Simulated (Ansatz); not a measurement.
Results of revPBE in Ansatz (plane waves, PAW) for cubic perovskite LaAlO₃ (cubic high-temperature phase).

Settings: plane-wave cutoff 520 eV, 10×10×10 k mesh, Fermi–Dirac smearing 0.01 eV, scalar-relativistic PAW data made under PBE.

The volume scan:

```
V (Å³/atom)  E − E_lowest (meV/atom)
-----------  -----------------------
10.600                         25.79
10.825                         11.06
11.051                          2.67
11.276                          0.00
11.502                          2.47
11.727                          9.56
11.953                         20.82
```

Task: Fit the third-order Birch–Murnaghan equation and give B0 and B′.

Result: V0 = 11.277 Å³/atom, B0 = 182 GPa, B′ = 4.3 (fit to the energies at full precision).

Measured, for comparison: bulk modulus 215 ± 4 GPa (room temperature, not corrected to a static lattice, cubic phase above 14 GPa, extrapolated to zero pressure; as tabulated in Guennou et al. (2011), arXiv:1105.1276). Computed (rounded) less measured: bulk modulus -15 %.

Note: the relaxation could not lower the start's symmetry, so the cell can be a saddle point above a distorted one.

Spin–orbit coupling is not included.

The computed numbers hold no vibrational or temperature effects.

Cost on a shared machine: roughly 50 core-seconds.

Ansatz is a quantum-chemistry and plane-wave program.
